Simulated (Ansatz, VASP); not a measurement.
# WS2: VASP beside Ansatz

Wanted: the spread between two codes on one cell, functional and k mesh. The cell is taken from a series of runs on this material, whose earlier steps may have relaxed, scaled, displaced or heated it; both programs get it as it stands.

Main program and level: Ansatz 0.2.0; plane waves, with VASP 6.6.1 beside it; relaxation of cell and atoms at PBEsol.

### 1. Set-up

Symmetry: P-6m2, No. 187, hexagonal system. Conventional cell: a = 3.146 Å, b = 3.146 Å, c = 16.954 Å, α = 90.00°, β = 90.00°, γ = 120.00°. Nearest to W lie 6 S at 2.40 Å. Nearest to S lie 3 W at 2.40 Å. Farther neighbours and most contacts between anions are not listed.

Coordinates:

```cif
data_structure
_symmetry_space_group_name_H-M 'P-6m2'
_symmetry_Int_Tables_number 187
_cell_length_a 3.1460
_cell_length_b 3.1460
_cell_length_c 16.9542
_cell_angle_alpha 90.000
_cell_angle_beta 90.000
_cell_angle_gamma 120.000
_cell_volume 145.32
loop_
_atom_site_label
_atom_site_type_symbol
_atom_site_symmetry_multiplicity
_atom_site_Wyckoff_symbol
_atom_site_fract_x
_atom_site_fract_y
_atom_site_fract_z
_atom_site_occupancy
W1 W 1 a 0.00000 0.00000 0.00000 1
S1 S 2 h 0.33333 0.66667 0.90758 1
```

### 2. Ansatz: relaxation of cell and atoms, PBEsol

Ansatz runs on its PAW soft_1 files.

The relaxed volume is the usual yardstick between codes: in a stiff, nearly cubic crystal its relative difference is about their pressure difference at one cell divided by the bulk modulus.

Input file input.yaml:

```yaml
crystal:
  lattice:
    - [3.1459499237, 0.0, 0.0]
    - [-1.5729749618, 2.7244725529, 0.0]
    - [0.0, 0.0, 16.954216841]
  atoms:
    - { symbol: W, position: [0.3333333333, 0.6666666667, 0.0] }
    - { symbol: S, position: [0.6666666667, 0.3333333333, 0.9075774734] }
    - { symbol: S, position: [0.6666666667, 0.3333333333, 0.0924225266] }
kpoints:
  mp_grid: { grid: [9, 9, 2] }
hamiltonian:
  xc: pbesol
  pseudopotentials: { kind: paw, azcp: { folder: soft_1 }, xc_functional: pbe }
scf:
  occupations: { method: fixed }
output:
  forces: true
  stress: true
  eigenvalues: true
  write_density: true
  write_potential: true
  elf: true
  volumetric_format: npy
relax:
  adjacent_minimum: "off"
  f_tol: 0.001
  max_steps: 60
  cell: { stress_tol: 0.01 }
```

Started as:

```
$ ansatz run input.yaml --threads 8 --pin off --max-ram 16384MiB --backend cpu --events-out ev --progress --plain --runs-dir out
```

Numbers of over 12 decimals in the logs are rounded to 6 here.

The log of the run:

```text
Engine: ansatz 0.2.0, aarch64-unknown-linux-gnu
Pseudopotentials: kind: paw
Pseudopotential: W, paw, valence charge 14, recommended cutoff 420 eV (normal), soft_1/W.paw.azcp
Pseudopotential: S, paw, valence charge 6, recommended cutoff 420 eV (normal), soft_1/S.paw.azcp
Functional definition: PBEsol
  exchange = pbesol_x
  correlation = pbesol_c
Crystal: 3 atoms, lattice volume = 145.316 Å³
Basis set: ecut = 420 eV, 2841 PW (Γ), exchange–correlation on 48×48×240 points (8 copies of the dense FFT grid, shifted against one another)
Bands: 17, of which v1, the nominal top of the filled ones, is band 13 counted from 1 (12 counted from 0)
Symmetry: 12 space group operations
Space group: P-6m2 (ITA 187), of the structure as read, at distance tolerance 5.3e-5 Å
k-points: 24 of 162 (time reversal used)
Non-local potential: W, projectors of the file, l = 0: 3, l = 1: 2, l = 2: 2, l = 3: 1
Non-local potential: S, projectors of the file, l = 0: 2, l = 1: 2, l = 2: 1
PAW form: soft (Blöchl's): semilocal exchange-correlation on the pseudo side does not see the compensation charge
PAW frozen core: W, regenerated for the run's functional, and the local potential with it (the file was generated under x = pbe(κ = 0.804, μ = 0.219515), c = pbe(β = 0.066725))
PAW frozen core: S, regenerated for the run's functional, and the local potential with it (the file was generated under x = pbe(κ = 0.804, μ = 0.219515), c = pbe(β = 0.066725))
PAW one-centre angular grid: W, 590 points (default); XC on 64 Gauss nodes
PAW one-centre angular grid: S, 110 points (default); XC on 64 Gauss nodes
Initial density: superposition of atomic densities (neutral atoms: chi_scale 0, normalization atom)
Initial wavefunctions: pseudopotential atomic-orbital guess
Functional: x = pbesol(κ = 0.804, μ = 0.123457), c = pbesol(β = 0.046)
SCF iter   1: F=—  HF=-12030.509079 eV  |F-HF|=—  |Δ(HF+E_count)|=         —  Δρ=2.74e-2  dr2=1.28e0  ethr=3.10e-3  ⟨swp⟩=5.4  Hψ=2378  notcnv=0  defer=32
preconditioner: auto → none  [insulator: Δε(μ)=1.871 eV  Ē_g=9.131 eV  n_scr=10 (ndim 8)  ℏωp=13.1 eV  f_vac=0.599  ε∞_Penn≈3.0]
SCF iter   2: F=—  HF=-12030.095050 eV  |F-HF|=—  |Δ(HF+E_count)|=   4.14e-1  Δρ=1.06e-2  dr2=8.87e-2  ethr=3.10e-3  ⟨swp⟩=3.5  Hψ=1131  notcnv=0  defer=44
SCF iter   3: F=—  HF=-12030.073341 eV  |F-HF|=—  |Δ(HF+E_count)|=   2.17e-2  Δρ=4.66e-3  dr2=1.53e-2  ethr=3.41e-4  ⟨swp⟩=2.2  Hψ=626  notcnv=0  defer=48
SCF iter   4: F=—  HF=-12030.070532 eV  |F-HF|=—  |Δ(HF+E_count)|=   2.81e-3  Δρ=9.67e-4  dr2=4.24e-3  ethr=5.89e-5  ⟨swp⟩=2.8  Hψ=654  notcnv=0  defer=48
SCF iter   5: F=—  HF=-12030.069956 eV  |F-HF|=—  |Δ(HF+E_count)|=   5.75e-4  Δρ=4.37e-4  dr2=5.84e-4  ethr=1.63e-5  ⟨swp⟩=3.0  Hψ=671  notcnv=0  defer=48
SCF iter   6: F=—  HF=-12030.069870 eV  |F-HF|=—  |Δ(HF+E_count)|=   8.66e-5  Δρ=1.27e-4  dr2=2.75e-5  ethr=2.25e-6  ⟨swp⟩=2.0  Hψ=561  notcnv=0  defer=48
SCF iter   7: F=—  HF=-12030.069828 eV  |F-HF|=—  |Δ(HF+E_count)|=   4.16e-5  Δρ=2.35e-5  dr2=6.40e-7  ethr=1.06e-7  ⟨swp⟩=2.4  Hψ=655  notcnv=0  defer=45
SCF iter   8: F=-12030.069828 eV  HF=-12030.069828 eV  |F-HF|=4.95e-9  |Δ(HF+E_count)|=   6.27e-8  Δρ=4.71e-6  dr2=1.00e-8  ethr=3.85e-10  ⟨swp⟩=16.9  Hψ=4546  notcnv=0
SCF 1 converged in 8 iterations: F = -12030.069828 eV  dr2 = 1.00e-8
  greatest PAW one-centre occupation: 0.999 electrons in one spin orbital (limit 2), on the W atom at site 0 (counted from 0), in its partial waves of l = 0
relax step   1: F+E_penalty+E_count = -12030.06982806 eV  Δ(F+E_penalty+E_count) = +0.000e0 eV  max|allowed force component| = 1.955e-3 eV/Å  Δτ_max = 0.0000 Å  P = -0.007 GPa  Ω = 145.316 Å³  (8 SCF iters, dr2 threshold 1.00e-7 eV, accepted)
[...]
relax step   2: F+E_penalty+E_count = -12030.06983046 eV  Δ(F+E_penalty+E_count) = -2.402e-6 eV  max|allowed force component| = 3.467e-4 eV/Å  Δτ_max = 0.0000 Å  P = +0.002 GPa  Ω = 145.298 Å³  energy of the carried Pulay correction = +2.066e-6 eV  (5 SCF iters, dr2 threshold 2.39e-10 eV, accepted)
[...]
relax step   3: F+E_penalty+E_count = -12030.06983140 eV  Δ(F+E_penalty+E_count) = -9.373e-7 eV  max|allowed force component| = 3.440e-4 eV/Å  Δτ_max = 0.0000 Å  P = +0.002 GPa  Ω = 145.298 Å³  stress off target by 2.74e-3 GPa  SCF on the basis re-selected at this cell (its energy is not comparable with the rows above)  (5 SCF iters)
basis re-selected at this cell: Δ(F+E_penalty+E_count) = -9.373e-7 eV, ΔP = -0.000 GPa vs the last step (what re-selecting the basis moved, of the pressure what is left beyond the Pulay correction that the steps carried, after the strain that the cell walked since its last selection, with what the two solves' SCF thresholds leave and, on support functions, any second-order correction that the steps lacked; it is no m [...]
WARN: The output density's exchange-correlation potential varies sharply where the density is thin. Do not read a vacuum level from v_tot or v_xc, or from such a field of the output density. On a cell that repeats whose density bears no net charge and no dipole along the vacuum's axis use v_es (v_loc + v_h of the components); under efield.dipole_correction with no amplitude use v_es + v_field, which holds any externa [...]
SCF converged after 5 iterations
Free energy (F): -12030.069831 eV
Harris-Foulkes:  -12030.069831 eV  (|F-HF|=3.64e-12)
Internal energy: -12030.069831 eV  (E = F + TS)
E sigma→0 (E₀):  -12030.069831 eV
Fermi energy:    0.366371 eV
--- Per-component energies (eV) ---
  E_band       = -464.499761
  E_kinetic    = 634.950500
  E_local      = -12598.749226  (includes V_loc(G=0)·N_el)
  E_nonlocal   = 46.826147
  E_hartree    = 6016.682877
  E_xc         = -442.735464
  E_vxc        = -397.339457  (∫ρ·V_xc dr)
  E_paw        = -9635.712713  (= ΣΔE_a)
  E_vpaw       = -183.553584  (= ΣTr[D̂ρ^β])
  E_aug_tail   = 0.000155  (compensation charges beyond the density's cutoff)
  E_ewald      = 3948.322136
  E_core_change = 0.345757  (= ΣΔE_core)
  E_smearing   = -0.000000  (= −TS)
  E_closure    = -0.000000  (closes the sum)
  Σ components = -12030.069831   (vs F -12030.069831, Δ=0.00e0)
--- Forces (eV/Å), atoms counted from 1 ---
  atom   1  W      0.00000000     0.00000000     0.00000000
  atom   2  S      0.00000000     0.00000000    -0.00034399
  atom   3  S      0.00000000    -0.00000000     0.00034399
  max |Σ_I F_I| component: 3.70e-17 eV/Å
--- Stress (GPa, compression-positive) ---
        0.002736       0.000000       0.000000
        0.000000       0.002736       0.000000
        0.000000       0.000000       0.001183
  P = ⅓ Tr σ = 0.0022 GPa (0.022 kbar)
--- Band table (eV; the first three rows and the last of 24) ---
  k-point 0: bands = [... 9 lower, -1.8164, -1.2035, -1.2035, 0.2404, 3.3568, 3.3568, 3.5341, 3.5341]
  k-point 1: bands = [... 9 lower, -1.8163, -1.2035, -1.2035, 0.2404, 3.3569, 3.3569, 3.5341, 3.5341]
  k-point 2: bands = [... 9 lower, -2.2798, -1.5228, -0.9799, 0.1403, 3.0481, 3.2104, 3.3493, 3.7335]
  k-point 23: bands = [... 9 lower, -3.5326, -2.9425, -2.0343, 0.3664, 2.3037, 3.6711, 4.5336, 6.1359]
--- Relaxed structure (2 steps of the walk, 2 accepted, 1 SCFs on fresh bases) ---
  F+E_penalty+E_count = -12030.06983140 eV   max|allowed force component| = 3.440e-4 eV/Å   (the final SCF, on the basis selected at the relaxed cell)
  cell:  # Å, volume = 145.2979 Å³
    - [3.145748, -2.8865621983698234e-11, 0.0]
    - [-1.572874, 2.724298, 0.0]
    - [0.0, 0.0, 16.954342]
  atoms:
    - { symbol: W, position: [0.333333, 0.666667, 0] }
    - { symbol: S, position: [0.666667, 0.333333, 0.907580] }
    - { symbol: S, position: [0.666667, 0.333333, 0.092420] }
```

### 3. VASP: relaxation of cell and atoms, PBEsol

The same cell, functional and mesh now go to VASP, with its own data sets.

Lines of VASP's logs that name or quote its potential files are left out, and so is its time.

Input file INCAR:

```
SYSTEM = WS2
PREC = Accurate
ENCUT = 600
EDIFF = 1E-07
NELM = 120
ISMEAR = 0
SIGMA = 0.01
LREAL = .FALSE.
ALGO = Normal
GGA = PS
NBANDS = 15
LASPH = .TRUE.
LORBIT = 11
LWAVE = .FALSE.
LCHARG = .FALSE.
ISIF = 3
IBRION = 2
NSW = 80
EDIFFG = -0.005
GGA_COMPAT = .FALSE.
NELMIN = 4
EFERMI = MIDGAP
KPAR = 2
```

Input file POSCAR:

```
WS2
1.0
    3.1459500000      0.0000000000      0.0000000000
   -1.5729750000      2.7244730000      0.0000000000
    0.0000000000      0.0000000000     16.9542170000
W S
1 2
Direct
    0.3333332722      0.6666665443      0.0000000000
    0.6666667278      0.3333334557      0.9075774481
    0.6666667278      0.3333334557      0.0924225519
```

Input file KPOINTS:

```
Automatic mesh
0
Gamma
9 9 2
0 0 0
```

The projector-augmented-wave data sets are W and S (PBE family, release 64).

Started as:

```
$ mpirun -np 2 vasp_std
```

The log of the run:

```text
[banner, memory and clock lines left out]
running    2 mpi-ranks, on    1 nodes
 distrk:  each k-point on    1 cores,    2 groups
 distr:  one band on    1 cores,    1 groups

 POSCAR found type information on POSCAR W S
 POSCAR found :  2 types and       3 ions
|                                                                             |
|               ----> ADVICE to this user running VASP <----                  |
|                                                                             |
|     You enforced a specific xc type in the INCAR file but a different       |
|     [... a line on the potential file left out ...]
|     I HOPE YOU KNOW WHAT YOU ARE DOING!                                     |
|                                                                             |

 LDA part: xc-table for (Slater+PW92), standard interpolation
 POSCAR, INCAR and KPOINTS ok, starting setup
 FFT: planning ... GRIDC
 FFT: planning ... GRID_SOFT
 FFT: planning ... GRID
 WAVECAR not read
 entering main loop
       N       E                     dE             d eps       ncg     rms          rms(c)
DAV:   1     0.118201624659E+03    0.11820E+03   -0.70572E+03   720   0.103E+03
DAV:   2    -0.145750102702E+02   -0.13278E+03   -0.12538E+03  1166   0.196E+02
DAV:   3    -0.264324248247E+02   -0.11857E+02   -0.11739E+02  1000   0.641E+01
DAV:   4    -0.266522477681E+02   -0.21982E+00   -0.21948E+00   968   0.104E+01
DAV:   5    -0.266583096022E+02   -0.60618E-02   -0.60611E-02  1024   0.163E+00    0.291E+01
DAV:   6    -0.255336011193E+02    0.11247E+01   -0.29112E+00  1087   0.124E+01    0.127E+01
DAV:   7    -0.253812922229E+02    0.15231E+00   -0.10099E+00   923   0.795E+00    0.597E+00
DAV:   8    -0.253133143052E+02    0.67978E-01   -0.14831E-01   944   0.337E+00    0.954E-01
DAV:   9    -0.253117005353E+02    0.16138E-02   -0.26395E-02  1007   0.113E+00    0.480E-01
DAV:  10    -0.253100038024E+02    0.16967E-02   -0.76666E-03   958   0.616E-01    0.194E-01
DAV:  11    -0.253099623730E+02    0.41429E-04   -0.61703E-04   965   0.202E-01    0.650E-02
DAV:  12    -0.253097555200E+02    0.20685E-03   -0.28653E-04   944   0.108E-01    0.471E-02
DAV:  13    -0.253097000480E+02    0.55472E-04   -0.67428E-05   951   0.465E-02    0.232E-02
DAV:  14    -0.253097732784E+02   -0.73230E-04   -0.36701E-05   797   0.329E-02    0.363E-02
DAV:  15    -0.253098007353E+02   -0.27457E-04   -0.91470E-06   909   0.181E-02    0.635E-03
DAV:  16    -0.253098724665E+02   -0.71731E-04   -0.11740E-05   944   0.134E-02    0.994E-03
DAV:  17    -0.253098950923E+02   -0.22626E-04   -0.68586E-07  1032   0.512E-03    0.275E-03
DAV:  18    -0.253099485493E+02   -0.53457E-04   -0.41998E-06   818   0.643E-03    0.107E-03
DAV:  19    -0.253099544607E+02   -0.59115E-05   -0.21673E-07   870   0.199E-03    0.119E-03
DAV:  20    -0.253099627997E+02   -0.83390E-05   -0.76115E-07   781   0.240E-03    0.628E-04
DAV:  21    -0.253099633989E+02   -0.59919E-06   -0.25551E-08   780   0.657E-04    0.263E-04
DAV:  22    -0.253099636424E+02   -0.24350E-06   -0.86408E-09   619   0.296E-04    0.112E-04
DAV:  23    -0.253099636886E+02   -0.46190E-07   -0.13734E-09   703   0.135E-04
   1 F= -.25309964E+02 E0= -.25309964E+02  d E =-.253100E+02
[...]
2 F= -.25309511E+02 E0= -.25309511E+02  d E =0.452248E-03
[...]
3 F= -.25310110E+02 E0= -.25310110E+02  d E =-.146640E-03
[...]
4 F= -.25310110E+02 E0= -.25310110E+02  d E =-.146675E-03
 curvature:  -0.16 expect dE=-0.131E-04 dE for cont linesearch -0.307E-09
 trial: gam= 0.09041 g(F)=  0.293E-04 g(S)=  0.507E-04 ort = 0.128E-05 (trialstep = 0.865E+00)
 search vector abs. value=  0.873E-04
 bond charge predicted
       N       E                     dE             d eps       ncg     rms          rms(c)
DAV:   1    -0.253102122569E+02   -0.10188E-03   -0.33090E-03   818   0.361E-01    0.443E-02
DAV:   2    -0.253101546141E+02    0.57643E-04   -0.17207E-04   867   0.106E-01    0.297E-02
DAV:   3    -0.253101451917E+02    0.94224E-05   -0.34738E-05   895   0.441E-02    0.123E-02
DAV:   4    -0.253101382066E+02    0.69851E-05   -0.10579E-05   965   0.186E-02    0.819E-03
DAV:   5    -0.253101368764E+02    0.13302E-05   -0.11759E-06   986   0.759E-03    0.515E-03
DAV:   6    -0.253101357455E+02    0.11309E-05   -0.89409E-07   951   0.572E-03    0.165E-03
DAV:   7    -0.253101357822E+02   -0.36757E-07   -0.20477E-07   895   0.240E-03
   5 F= -.25310136E+02 E0= -.25310136E+02  d E =-.254183E-04
 trial-energy change:   -0.000025  1 .order   -0.000028   -0.000069    0.000012
 step:   0.7054(harm=  0.7349)  dis= 0.00052  next Energy=   -25.310137 (dE=-0.266E-04)
 reached required accuracy - stopping structural energy minimisation
```

From OUTCAR (step 3):

```text
ion  position               nearest neighbor table
   1  0.333  0.667  0.000-   2 2.40   3 2.40   2 2.40   3 2.40   2 2.40   3 2.40
   2  0.667  0.333  0.908-   1 2.40   1 2.40   1 2.40
   3  0.667  0.333  0.092-   1 2.40   1 2.40   1 2.40

  LATTYP: Found a hexagonal cell.
 ALAT       =     3.1459500000
 C/A-ratio  =     5.3892201084

 Subroutine GETGRP returns: Found 12 space group operations
 (whereof 12 operations were pure point group operations)

The static configuration has the point symmetry D_3h.

 Found     24 irreducible k-points:

   k-points           NKPTS =     24   k-points in BZ     NKDIM =     24   number of bands    NBANDS=     15

   dimension x,y,z NGX =    28 NGY =   28 NGZ =  140
   dimension x,y,z NGXF=    56 NGYF=   56 NGZF=  280

   ENCUT  =  600.0 eV  44.10 Ry    6.64 a.u.   6.28  6.28 33.86*2*pi/ulx,y,z

   NELECT =      18.0000    total number of electrons

 k-points in reciprocal lattice and weights: Automatic mesh
   0.00000000  0.00000000  0.00000000       0.006
   0.11111111 -0.00000000  0.00000000       0.037
   0.22222222  0.00000000  0.00000000       0.037
   0.33333333  0.00000000  0.00000000       0.037
   0.44444444  0.00000000  0.00000000       0.037
   0.11111111  0.11111111  0.00000000       0.037
   0.22222222  0.11111111  0.00000000       0.074
   0.33333333  0.11111111  0.00000000       0.074
   0.44444444  0.11111111  0.00000000       0.037
[...]
0.33333333  0.22222222  0.50000000       0.074
   0.33333333  0.33333333  0.50000000       0.012

 average (electrostatic) potential at core
       1 -46.8075       2 -92.9626       3 -92.9626

 E-fermi :  -0.5647

 k-point     1 :       0.0000    0.0000    0.0000
  band No.  band energies     occupation
    ...
      5      -4.3901      2.00000
      6      -3.7349      2.00000
      7      -3.0957      2.00000
      8      -3.0957      2.00000
      9      -1.6966      2.00000
     10       1.4682      0.00000
     11       1.4682      0.00000
     12       1.6368      0.00000
     13       1.6368      0.00000
     14       3.5578      0.00000
    ...

 k-point     2 :       0.1111   -0.0000    0.0000
  band No.  band energies     occupation
    ...
      5      -4.3278      2.00000
      6      -4.1797      2.00000
      7      -3.4170      2.00000
      8      -2.8872      2.00000
      9      -1.7945      2.00000
     10       1.1463      0.00000
     11       1.3183      0.00000
     12       1.4508      0.00000
     13       1.8417      0.00000
     14       3.9401      0.00000
    ...

 k-point     3 :       0.2222    0.0000    0.0000
  band No.  band energies     occupation
    ...
      5      -5.2577      2.00000
      6      -4.0584      2.00000
      7      -3.6422      2.00000
      8      -3.1100      2.00000
      9      -2.3025      2.00000
     10       0.7501      0.00000
     11       1.1462      0.00000
     12       1.5662      0.00000
     13       2.5494      0.00000
     14       4.6489      0.00000
    ...

  Total        0.0044937      0.0044937     -0.0097365      0.0000000     -0.0000000     -0.0000000
  in kB        0.0496655      0.0496655     -0.1076097      0.0000000     -0.0000000     -0.0000000
  external PRESSURE =      -0.0027596 kB  Pullay stress =       0.0000000 kB

  energy-cutoff  :      600.00
  volume of cell :      144.97
      direct lattice vectors                 reciprocal lattice vectors
     3.141966229  0.000000000  0.000000000     0.318272040  0.183754422  0.000000000
    -1.570983114  2.721022951  0.000000000     0.000000000  0.367508844  0.000000000
    -0.000000000  0.000000000 16.956255633     0.000000000 -0.000000000  0.058975285

 POSITION                                       TOTAL-FORCE (eV/Angst)
 -----------------------------------------------------------------------------------
      0.00000      1.81401     16.95626        -0.000000     -0.000000      0.000000
      1.57098      0.90701     15.38885        -0.000000     -0.000000      0.001989
      1.57098      0.90701      1.56741         0.000000      0.000000     -0.001989
 -----------------------------------------------------------------------------------
    total drift:                                0.000000     -0.000357     -0.000000

  FREE ENERGIE OF THE ION-ELECTRON SYSTEM (eV)
  ---------------------------------------------------
  free  energy   TOTEN  =       -25.3101357822 eV

  energy  without entropy=      -25.3101357822  energy(sigma->0) =      -25.31013578

 reached required accuracy - stopping structural energy minimisation

 total charge
# of ion       s       p       d       tot
------------------------------------------
    1        0.570   0.733   4.316   5.619
    2        1.353   2.350   0.000   3.703
    3        1.353   2.350   0.000   3.703
--------------------------------------------------
tot          3.275   5.433   4.316  13.024

[... 3 further parts left out ...]
```

This run has no spin polarisation, so a moment on W, if there is one, isn't seen.

### 4. Comparison

Known differences besides the potentials themselves: fixed occupations in Ansatz, narrow Gaussian smearing in VASP; the data sets hold 26 valence electrons in Ansatz (on its PAW soft_1 files) and 18 in VASP; the cutoff is 420 eV in Ansatz and 600 eV in VASP; Ansatz makes its cores anew for this functional, VASP keeps those of its PBE data sets; Ansatz adds a Pulay correction to the stress that steers its cell, VASP none. Total energies have different zeros and are not compared.

The two programs side by side:

```
                                         quantity  Ansatz    VASP  difference
                                      volume (Å³)  145.30  144.97     +0.23 %
edge a after relaxation, in the typed setting (Å)   3.146   3.142     +0.12 %
edge c after relaxation, in the typed setting (Å)  16.954  16.956     -0.01 %
```

### 5. Summary of results

```json
{
  "difference in volume (relaxation of cell and atoms, PBEsol)": "0.23 %"
}
```

**Reading.** The difference in volume is 0.23 % (relaxation of cell and atoms, PBEsol), within the 1.2 % picked in this series as the mark of a large difference, as far as the stopping tolerances let one tell. The data sets hold unlike numbers of valence electrons (26 in Ansatz and 18 in VASP), so part of the differences comes from the potentials. 1 further run of this series is not shown here. How closely two codes agree says nothing of how well the functional describes the real material.

[Lines on the potential files, build, host, timing and source positions are cut from VASP's logs without a mark.]

[Logs are printed without paths, hosts, clocks, repeated set-up lines and the standing remarks that a program may print on its own settings, such as how far it seeks lower states.]

[Hosts, paths, dates, database ids (printed as entryN), source tags and the programs' standing remarks are cut or masked in the printed files.]
